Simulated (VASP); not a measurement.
Elastic constants (GPa) of a crystal from VASP with PBEsol GGA, VASP's PBE PAW potentials (set 64):

|  | xx | yy | zz | yz | xz | xy |
|---|---|---|---|---|---|---|
| xx | 72.6 | 41.4 | 41.4 | 0.0 | 0.0 | 0.0 |
| yy | 41.4 | 72.6 | 41.4 | 0.0 | 0.0 | 0.0 |
| zz | 41.4 | 41.4 | 72.6 | 0.0 | 0.0 | 0.0 |
| yz | 0.0 | 0.0 | 0.0 | 32.3 | 0.0 | 0.0 |
| xz | 0.0 | 0.0 | 0.0 | 0.0 | 32.3 | 0.0 |
| xy | 0.0 | 0.0 | 0.0 | 0.0 | 0.0 | 32.3 |

Q: Work out the Voigt, Reuss and Hill moduli, Young's modulus and Poisson's ratio.

A: All eigenvalues are positive (smallest 31.2 GPa), so the crystal is stable. K_V = (C11+C22+C33+2(C12+C13+C23))/9 = (217.8 + 2×124.2)/9 = 51.8 GPa; G_V = (217.8 − 124.2 + 3×96.9)/15 = 25.6 GPa. From the compliances, K_R = 51.8 GPa and G_R = 22.6 GPa. Hill: K = 51.8 GPa, G = 24.1 GPa, E = 9KG/(3K+G) = 62.6 GPa, ν = (3K−2G)/(2(3K+G)) = 0.298. K/G = 2.15, above Pugh's 1.75; universal anisotropy A^U = 0.66.

Q: With a density of 5.75 g/cm³, what are the mean sound speeds?

A: v_l = √((K+4G/3)/ρ) = 3.82 km/s and v_t = √(G/ρ) = 2.05 km/s. The crystal is ZnTe (zinc blende), cubic.

The compound is ZnTe in the zinc blende structure. It was relaxed first.
